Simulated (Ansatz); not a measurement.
# Cu: response to equal strain of all cell vectors

How does Cu answer equal strain of all cell vectors between -3 and +3 %? At each strain the shape is held and the atoms relax, within the symmetry that is left.

Computed with Ansatz 0.2.0 (DFT PBEsol, scalar-relativistic, plane waves, PAW, unless a step's input says otherwise).

2 further runs of the same task are left out: 2 set aside as unsound or not needed.

## 1. The structure to begin with

It takes space group I4/mmm (No. 139, tetragonal). The conventional cell has a = 2.890 Å, b = 2.890 Å, c = 2.720 Å, α = 90.00°, β = 90.00°, γ = 90.00°. Cu (site symmetry 4/mmm) is surrounded by 10 Cu at 2.45 to 2.72 Å.

Structure file:

```cif
data_structure
_symmetry_space_group_name_H-M 'I4/mmm'
_symmetry_Int_Tables_number 139
_cell_length_a 2.8902
_cell_length_b 2.8902
_cell_length_c 2.7200
_cell_angle_alpha 90.000
_cell_angle_beta 90.000
_cell_angle_gamma 90.000
_cell_volume 22.72
loop_
_atom_site_label
_atom_site_type_symbol
_atom_site_symmetry_multiplicity
_atom_site_Wyckoff_symbol
_atom_site_fract_x
_atom_site_fract_y
_atom_site_fract_z
_atom_site_occupancy
Cu1 Cu 2 a 0.00000 0.00000 0.00000 1
```

It goes back to an entry of the Materials Project, which need not be the stable form.

The unstrained cell comes from an earlier run at this level (2 atoms, E(σ→0) -13177.4699 eV, gap none (metal)).

## 2. Strain -1.0 %

input.yaml reads:

```yaml
crystal:
  lattice:
    - [2.8612816151, 0.0, 0.0]
    - [0.0, 2.8612816151, 0.0]
    - [0.0, 0.0, 2.6928142688]
  atoms:
    - { symbol: Cu, position: [0.0, 0.0, 0.0] }
    - { symbol: Cu, position: [0.5, 0.5, 0.5] }
basis:
  ecutwfc: 420
kpoints:
  mp_grid: { grid: [18, 18, 20] }
hamiltonian:
  xc: pbesol
scf:
  occupations: { method: gaussian, width: 0.1 }
output:
  forces: true
  stress: true
  eigenvalues: true
```

Run with:

```
$ ansatz run input.yaml --threads 1 --pin off --max-ram 2560MiB --backend cpu --events-out ev --progress --plain --runs-dir out
```

The program printed, cut to the lines that bear on the results:

```text
Warning: RAYON_NUM_THREADS=1 ignored (pool sized by the plan → 1); use --threads N
[...]
Pseudopotentials: kind: paw
Pseudopotential: Cu, paw, valence charge 19, recommended cutoff 420 eV (normal), Cu.paw.azcp
Functional definition: PBEsol
[...]
Crystal: 2 atoms, lattice volume = 22.046 Å³
Basis set: ecut = 420 eV, 429 PW (Γ), exchange–correlation on 40×40×36 points (8 copies of the dense FFT grid, shifted against one another)
Bands: 23, of which v1, the nominal top of the filled ones, is band 19 counted from 1 (18 counted from 0)
Symmetry: 32 space group operations
Space group: I4/mmm (ITA 139), of the structure as read, at distance tolerance 2.8e-5 Å
k-points: 605 of 6480
[...]
SCF iter   1: F=—  HF=-13177.472099 eV  |F-HF|=—  |Δ(HF+E_count)|=         —  Δρ=2.15e-2  dr2=5.17e-2  ethr=1.77e-3  ⟨swp⟩=5.5  Hψ=52205  notcnv=0
[...]
SCF iter   6: F=-13177.460144 eV  HF=-13177.460144 eV  |F-HF|=1.27e-11  |Δ(HF+E_count)|=   6.23e-9  Δρ=1.70e-7  dr2=1.08e-12  ethr=1.93e-11  ⟨swp⟩=2.5  Hψ=47748  notcnv=0
[...]
SCF converged after 6 iterations
Free energy (F): -13177.460144 eV
[...]
E sigma→0 (E₀):  -13177.458770 eV
Entropy (-TS):   -0.002747 eV (-1.374 meV/atom)
Fermi energy:    18.125898 eV
[...]
--- Forces (eV/Å), atoms counted from 1 ---
  atom   1  Cu     0.00000000     0.00000000     0.00000000
  atom   2  Cu     0.00000000     0.00000000    -0.00000000
[...]
--- Stress (GPa, compression-positive) ---
        5.417385       0.000000       0.000000
        0.000000       5.417385       0.000000
        0.000000       0.000000       5.424152
  P = ⅓ Tr σ = 5.4196 GPa (54.196 kbar)
--- Band table (eV; the first three rows and the last of 605) ---
  k-point 0: bands = ["-94.3092", "-94.2715", "-51.8636", "-51.8636", "-51.8523", "-51.7543", "-51.7480", "-51.7480", "8.1361", "13.0471", "13.1111", "14.6419", "14.9150", "14.9150", "15.7915", "16.0845", "16.5664", "16.5664", "16.6352", "25.7556", "25.7556", "28.1915", "31.6392"]
[...]
```

Run time: 26 s. Hardware: 1 thread of AMD EPYC (Zen 3), shared host; peak memory 0.53 GiB.

The cell is held at each strain. Atoms start from the nearest strain of the same sign that is done. Symmetry fixes all atoms here, so a single point is enough.

## 3. The cell strained by +1.0 %

Changes to input.yaml since step 2:

```diff
@@ -2,5 +2,5 @@
   lattice:
-    - [2.8612816151, 0.0, 0.0]
-    - [0.0, 2.8612816151, 0.0]
-    - [0.0, 0.0, 2.6928142688]
+    - [2.9190852841, 0.0, 0.0]
+    - [0.0, 2.9190852841, 0.0]
+    - [0.0, 0.0, 2.747214557]
   atoms:
```

Run with:

```
$ ansatz run input.yaml --threads 1 --pin off --max-ram 2560MiB --backend cpu --events-out ev --progress --plain --runs-dir out
```

The program printed, cut to the lines that bear on the results:

```text
Warning: RAYON_NUM_THREADS=1 ignored (pool sized by the plan → 1); use --threads N
[...]
[... 3 set-up lines as earlier in the session ...]
[...]
Crystal: 2 atoms, lattice volume = 23.409 Å³
Basis set: ecut = 420 eV, 461 PW (Γ), exchange–correlation on 40×40×40 points (8 copies of the dense FFT grid, shifted against one another)
Bands: 23, of which v1, the nominal top of the filled ones, is band 19 counted from 1 (18 counted from 0)
[... 1 set-up line as earlier in the session ...]
Space group: I4/mmm (ITA 139), of the structure as read, at distance tolerance 2.9e-5 Å
k-points: 605 of 6480
[...]
SCF iter   1: F=—  HF=-13177.473825 eV  |F-HF|=—  |Δ(HF+E_count)|=         —  Δρ=2.14e-2  dr2=5.55e-2  ethr=1.77e-3  ⟨swp⟩=5.3  Hψ=51591  notcnv=0
[...]
SCF iter   6: F=-13177.461193 eV  HF=-13177.461193 eV  |F-HF|=3.64e-11  |Δ(HF+E_count)|=   3.53e-9  Δρ=4.81e-7  dr2=1.46e-11  ethr=8.42e-12  ⟨swp⟩=2.3  Hψ=48861  notcnv=0
[...]
SCF converged after 6 iterations
Free energy (F): -13177.461193 eV
[...]
E sigma→0 (E₀):  -13177.459771 eV
Entropy (-TS):   -0.002845 eV (-1.422 meV/atom)
Fermi energy:    16.774395 eV
[...]
--- Forces (eV/Å), atoms counted from 1 ---
  atom   1  Cu     0.00000000    -0.00000000    -0.00000000
  atom   2  Cu     0.00000000    -0.00000000    -0.00000000
[...]
--- Stress (GPa, compression-positive) ---
       -4.478385      -0.000000      -0.000000
        0.000000      -4.478385      -0.000000
       -0.000000      -0.000000      -4.770285
  P = ⅓ Tr σ = -4.5757 GPa (-45.757 kbar)
--- Band table (eV; the first three rows and the last of 605) ---
  k-point 0: bands = ["-95.4992", "-95.4708", "-53.0478", "-53.0478", "-53.0401", "-52.9615", "-52.9553", "-52.9553", "7.2679", "12.0715", "12.1263", "13.5124", "13.7617", "13.7617", "14.5657", "14.8325", "15.2694", "15.2694", "15.3324", "24.1725", "24.1725", "26.5074", "29.8539"]
[...]
```

Wall time 24 s (1 thread of AMD EPYC (Zen 3), shared host); peak memory 0.54 GiB.

## 4. At -2.0 %

Changes to input.yaml since step 3:

```diff
@@ -2,5 +2,5 @@
   lattice:
-    - [2.9190852841, 0.0, 0.0]
-    - [0.0, 2.9190852841, 0.0]
-    - [0.0, 0.0, 2.747214557]
+    - [2.8323797806, 0.0, 0.0]
+    - [0.0, 2.8323797806, 0.0]
+    - [0.0, 0.0, 2.6656141246]
   atoms:
```

Run with:

```
$ ansatz run input.yaml --threads 1 --pin off --max-ram 2560MiB --backend cpu --events-out ev --progress --plain --runs-dir out
```

The program printed, cut to the lines that bear on the results:

```text
Warning: RAYON_NUM_THREADS=1 ignored (pool sized by the plan → 1); use --threads N
[...]
[... 3 set-up lines as earlier in the session ...]
[...]
Crystal: 2 atoms, lattice volume = 21.385 Å³
Basis set: ecut = 420 eV, 421 PW (Γ), exchange–correlation on 40×40×36 points (8 copies of the dense FFT grid, shifted against one another)
Bands: 23, of which v1, the nominal top of the filled ones, is band 19 counted from 1 (18 counted from 0)
[... 2 set-up lines as earlier in the session ...]
k-points: 605 of 6480
[...]
SCF iter   1: F=—  HF=-13177.436795 eV  |F-HF|=—  |Δ(HF+E_count)|=         —  Δρ=2.15e-2  dr2=5.01e-2  ethr=1.77e-3  ⟨swp⟩=5.4  Hψ=52714  notcnv=0
[...]
SCF iter   6: F=-13177.425145 eV  HF=-13177.425145 eV  |F-HF|=7.28e-12  |Δ(HF+E_count)|=   5.20e-9  Δρ=2.04e-7  dr2=1.57e-12  ethr=2.13e-11  ⟨swp⟩=2.8  Hψ=50299  notcnv=0
[...]
SCF converged after 6 iterations
Free energy (F): -13177.425145 eV
[...]
E sigma→0 (E₀):  -13177.423806 eV
Entropy (-TS):   -0.002678 eV (-1.339 meV/atom)
Fermi energy:    18.844444 eV
[...]
--- Forces (eV/Å), atoms counted from 1 ---
  atom   1  Cu     0.00000000     0.00000000     0.00000000
  atom   2  Cu     0.00000000     0.00000000     0.00000000
[...]
--- Stress (GPa, compression-positive) ---
       11.650522       0.000000       0.000000
       -0.000000      11.650522       0.000000
        0.000000       0.000000      11.865935
  P = ⅓ Tr σ = 11.7223 GPa (117.223 kbar)
--- Band table (eV; the first three rows and the last of 605) ---
  k-point 0: bands = ["-93.6772", "-93.6339", "-51.2353", "-51.2353", "-51.2218", "-51.1122", "-51.1059", "-51.1059", "8.6013", "13.5620", "13.6312", "15.2405", "15.5266", "15.5266", "16.4423", "16.7495", "17.2558", "17.2558", "17.3279", "26.5959", "26.5959", "29.0837", "32.5854"]
[...]
```

Wall time 25 s (1 thread of AMD EPYC (Zen 3), shared host); peak memory 0.52 GiB.

## 5. At +2.0 %

Changes to input.yaml since step 4:

```diff
@@ -2,5 +2,5 @@
   lattice:
-    - [2.8323797806, 0.0, 0.0]
-    - [0.0, 2.8323797806, 0.0]
-    - [0.0, 0.0, 2.6656141246]
+    - [2.9479871186, 0.0, 0.0]
+    - [0.0, 2.9479871186, 0.0]
+    - [0.0, 0.0, 2.7744147012]
   atoms:
@@ -20 +20,5 @@
   eigenvalues: true
+  write_density: true
+  write_potential: true
+  elf: true
+  volumetric_format: npy
```

Run with:

```
$ ansatz run input.yaml --threads 1 --pin off --max-ram 2560MiB --backend cpu --events-out ev --progress --plain --runs-dir out
```

The program printed, cut to the lines that bear on the results:

```text
Warning: RAYON_NUM_THREADS=1 ignored (pool sized by the plan → 1); use --threads N
[...]
[... 3 set-up lines as earlier in the session ...]
[...]
Crystal: 2 atoms, lattice volume = 24.111 Å³
Basis set: ecut = 420 eV, 461 PW (Γ), exchange–correlation on 40×40×40 points (8 copies of the dense FFT grid, shifted against one another)
Bands: 23, of which v1, the nominal top of the filled ones, is band 19 counted from 1 (18 counted from 0)
[... 2 set-up lines as earlier in the session ...]
k-points: 605 of 6480
[...]
SCF iter   1: F=—  HF=-13177.445332 eV  |F-HF|=—  |Δ(HF+E_count)|=         —  Δρ=2.13e-2  dr2=5.77e-2  ethr=1.77e-3  ⟨swp⟩=5.1  Hψ=51375  notcnv=0
[...]
SCF iter   6: F=-13177.432323 eV  HF=-13177.432323 eV  |F-HF|=1.82e-12  |Δ(HF+E_count)|=   1.28e-8  Δρ=1.59e-7  dr2=3.37e-12  ethr=2.17e-11  ⟨swp⟩=4.9  Hψ=77823  notcnv=0
[...]
SCF converged after 6 iterations
Free energy (F): -13177.432323 eV
[...]
E sigma→0 (E₀):  -13177.430840 eV
Entropy (-TS):   -0.002968 eV (-1.484 meV/atom)
Fermi energy:    16.138925 eV
[...]
--- Forces (eV/Å), atoms counted from 1 ---
  atom   1  Cu     0.00000000     0.00000000     0.00000000
  atom   2  Cu     0.00000000     0.00000000    -0.00000000
[...]
--- Stress (GPa, compression-positive) ---
       -8.350492       0.000000       0.000000
        0.000000      -8.350492       0.000000
        0.000000       0.000000      -8.730560
  P = ⅓ Tr σ = -8.4772 GPa (-84.772 kbar)
--- Band table (eV; the first three rows and the last of 605) ---
  k-point 0: bands = ["-96.0594", "-96.0347", "-53.6057", "-53.6057", "-53.5994", "-53.5291", "-53.5230", "-53.5230", "6.8627", "11.6093", "11.6602", "12.9796", "13.2180", "13.2180", "13.9883", "14.2430", "14.6594", "14.6594", "14.7196", "23.4268", "23.4268", "25.7131", "29.0116"]
[...]
```

Wall time 35 s (1 thread of AMD EPYC (Zen 3), shared host); peak memory 0.53 GiB.

Density in a lattice plane of the grid's cell (edges 2.95 and 2.77 Å, at 0.000 of the third edge), which holds Cu.

Ten even steps from '0' (0.15 e/Å³) to '9' (69.94 e/Å³):
```
764210000000000000001246
432100000000000000000123
111000000000000000000011
000000000000000000000000
000000000000000000000000
000000000000000000000000
000000000000000000000000
000000000000000000000000
000000000000000000000000
000000000000000000000000
000000000000000000000000
000000000000000000000000
000000000000000000000000
000000000000000000000000
111000000000000000000011
432100000000000000000123
764210000000000000001246
985210000000000000001258
```
Columns run along the first of these edges and rows up along the second, over one cell in 24 and 18 even steps from the bottom left corner. Atoms in the plane (fractional): Cu at (0.00, 0.00).

ELF in the same plane.

Ten even steps from ' ' (0.16) to '@' (0.93):
```
@@%%**==::..            ..            ..::==**%%
**++==--..            ......            ..--==++
----::..              ......              ..::--
....                ..........                ..
                  ..............                
                ..................              
            ..........................          
        ..................................      
................................................
        ..................................      
            ..........................          
                ..................              
                  ..............                
....                ..........                ..
----::..              ......              ..::--
**++==--..            ......            ..--==++
@@%%**==::..            ..            ..::==**%%
@@@@%%++--..                          ..--++%%@@
```
Columns run along the first of these edges and rows up along the second, over one cell in 24 and 18 even steps from the bottom left corner. Atoms in the plane (fractional): Cu at (0.00, 0.00).

Both are smooth fields of the valence electrons: close to the nuclei they are not physical.

## 6. Strain -3.0 %

input.yaml reads:

```yaml
crystal:
  lattice:
    - [2.8034779461, 0.0, 0.0]
    - [0.0, 2.8034779461, 0.0]
    - [0.0, 0.0, 2.6384139805]
  atoms:
    - { symbol: Cu, position: [0.0, 0.0, 0.0] }
    - { symbol: Cu, position: [0.5, 0.5, 0.5] }
basis:
  ecutwfc: 420
kpoints:
  mp_grid: { grid: [18, 18, 20] }
hamiltonian:
  xc: pbesol
scf:
  occupations: { method: gaussian, width: 0.1 }
output:
  forces: true
  stress: true
  eigenvalues: true
```

Run with:

```
$ ansatz run input.yaml --threads 1 --pin off --max-ram 2560MiB --backend cpu --events-out ev --progress --plain --runs-dir out
```

The program printed, cut to the lines that bear on the results:

```text
Warning: RAYON_NUM_THREADS=1 ignored (pool sized by the plan → 1); use --threads N
[...]
[... 3 set-up lines as earlier in the session ...]
[...]
Crystal: 2 atoms, lattice volume = 20.737 Å³
Basis set: ecut = 420 eV, 413 PW (Γ), exchange–correlation on 40×40×36 points (8 copies of the dense FFT grid, shifted against one another)
Bands: 23, of which v1, the nominal top of the filled ones, is band 19 counted from 1 (18 counted from 0)
[... 1 set-up line as earlier in the session ...]
Space group: I4/mmm (ITA 139), of the structure as read, at distance tolerance 2.7e-5 Å
k-points: 605 of 6480
[...]
SCF iter   1: F=—  HF=-13177.374702 eV  |F-HF|=—  |Δ(HF+E_count)|=         —  Δρ=2.16e-2  dr2=4.85e-2  ethr=1.77e-3  ⟨swp⟩=5.3  Hψ=52941  notcnv=0
[...]
SCF iter   6: F=-13177.363316 eV  HF=-13177.363316 eV  |F-HF|=7.28e-12  |Δ(HF+E_count)|=   5.04e-9  Δρ=1.94e-7  dr2=1.82e-12  ethr=2.91e-11  ⟨swp⟩=2.8  Hψ=49867  notcnv=0
[...]
SCF converged after 6 iterations
Free energy (F): -13177.363316 eV
[...]
E sigma→0 (E₀):  -13177.362023 eV
Entropy (-TS):   -0.002586 eV (-1.293 meV/atom)
Fermi energy:    19.594496 eV
[...]
--- Forces (eV/Å), atoms counted from 1 ---
  atom   1  Cu     0.00000000    -0.00000000    -0.00000000
  atom   2  Cu     0.00000000    -0.00000000    -0.00000000
[...]
--- Stress (GPa, compression-positive) ---
       18.913090      -0.000000      -0.000000
       -0.000000      18.913090      -0.000000
       -0.000000      -0.000000      19.365207
  P = ⅓ Tr σ = 19.0638 GPa (190.638 kbar)
--- Band table (eV; the first three rows and the last of 605) ---
  k-point 0: bands = ["-93.0188", "-92.9690", "-50.5811", "-50.5811", "-50.5652", "-50.4427", "-50.4364", "-50.4364", "9.0887", "14.0964", "14.1709", "15.8634", "16.1631", "16.1631", "17.1200", "17.4422", "17.9746", "17.9746", "18.0500", "27.4710", "27.4710", "30.0117", "33.5698"]
[...]
```

Run time: 28 s. Hardware: 1 thread of AMD EPYC (Zen 3), shared host; peak memory 0.51 GiB.

## 7. The cell strained by +3.0 %

Changes to input.yaml since step 6:

```diff
@@ -2,5 +2,5 @@
   lattice:
-    - [2.8034779461, 0.0, 0.0]
-    - [0.0, 2.8034779461, 0.0]
-    - [0.0, 0.0, 2.6384139805]
+    - [2.9768889531, 0.0, 0.0]
+    - [0.0, 2.9768889531, 0.0]
+    - [0.0, 0.0, 2.8016148453]
   atoms:
```

Run with:

```
$ ansatz run input.yaml --threads 1 --pin off --max-ram 2560MiB --backend cpu --events-out ev --progress --plain --runs-dir out
```

The program printed, cut to the lines that bear on the results:

```text
Warning: RAYON_NUM_THREADS=1 ignored (pool sized by the plan → 1); use --threads N
[...]
[... 3 set-up lines as earlier in the session ...]
[...]
Crystal: 2 atoms, lattice volume = 24.828 Å³
Basis set: ecut = 420 eV, 477 PW (Γ), exchange–correlation on 40×40×40 points (8 copies of the dense FFT grid, shifted against one another)
Bands: 23, of which v1, the nominal top of the filled ones, is band 19 counted from 1 (18 counted from 0)
[... 2 set-up lines as earlier in the session ...]
k-points: 605 of 6480
[...]
SCF iter   1: F=—  HF=-13177.400227 eV  |F-HF|=—  |Δ(HF+E_count)|=         —  Δρ=2.14e-2  dr2=6.01e-2  ethr=1.77e-3  ⟨swp⟩=5.0  Hψ=51245  notcnv=0
[...]
SCF iter   6: F=-13177.386853 eV  HF=-13177.386853 eV  |F-HF|=0.00e0  |Δ(HF+E_count)|=   1.44e-8  Δρ=1.78e-7  dr2=5.07e-12  ethr=2.82e-11  ⟨swp⟩=2.2  Hψ=44803  notcnv=0
[...]
SCF converged after 6 iterations
Free energy (F): -13177.386853 eV
[...]
E sigma→0 (E₀):  -13177.385275 eV
Entropy (-TS):   -0.003155 eV (-1.578 meV/atom)
Fermi energy:    15.529714 eV
[...]
--- Forces (eV/Å), atoms counted from 1 ---
  atom   1  Cu     0.00000000    -0.00000000    -0.00000000
  atom   2  Cu     0.00000000    -0.00000000    -0.00000000
[...]
--- Stress (GPa, compression-positive) ---
      -11.612354      -0.000000      -0.000000
        0.000000     -11.612354      -0.000000
       -0.000000      -0.000000     -12.057299
  P = ⅓ Tr σ = -11.7607 GPa (-117.607 kbar)
--- Band table (eV; the first three rows and the last of 605) ---
  k-point 0: bands = ["-96.5975", "-96.5760", "-54.1419", "-54.1419", "-54.1367", "-54.0738", "-54.0679", "-54.0679", "6.4752", "11.1636", "11.2109", "12.4670", "12.6950", "12.6950", "13.4335", "13.6766", "14.0737", "14.0737", "14.1313", "22.7097", "22.7097", "24.9485", "28.2008"]
[...]
```

It took 30 s on 1 thread of AMD EPYC (Zen 3), shared host; peak memory 0.55 GiB.

## 8. Energy and stress against strain (a metal throughout)

Lengths are those of the vectors of the cell that was run; stresses in GPa:

```csv
strain (%),ΔE (meV/atom),a (Å),b (Å),c (Å),σxx,σyy,σzz
-3.0,53.9,2.803,2.803,2.638,18.91,18.91,19.37
-2.0,23.0,2.832,2.832,2.666,11.65,11.65,11.87
-1.0,5.6,2.861,2.861,2.693,5.42,5.42,5.42
+0.0,0.0,2.890,2.890,2.720,0.08,0.08,-0.09
+1.0,5.1,2.919,2.919,2.747,-4.48,-4.48,-4.77
+2.0,19.5,2.948,2.948,2.774,-8.35,-8.35,-8.73
+3.0,42.3,2.977,2.977,2.802,-11.61,-11.61,-12.06
```

ΔE is over the unstrained cell. Stress in GPa, positive in compression, on the Cartesian axes of the input. 

## 9. What came out

```
                               quantity                    value
                    largest energy cost  53.9 meV/atom at -3.0 %
(1/V) d²E/dε² at zero strain, cubic fit                 1509 GPa
```

In words: The curvature of the energy, 1509 GPa, is nine times the bulk modulus at fixed shape. Compression by 3 % costs 53.9 meV/atom and stretching 42.3.
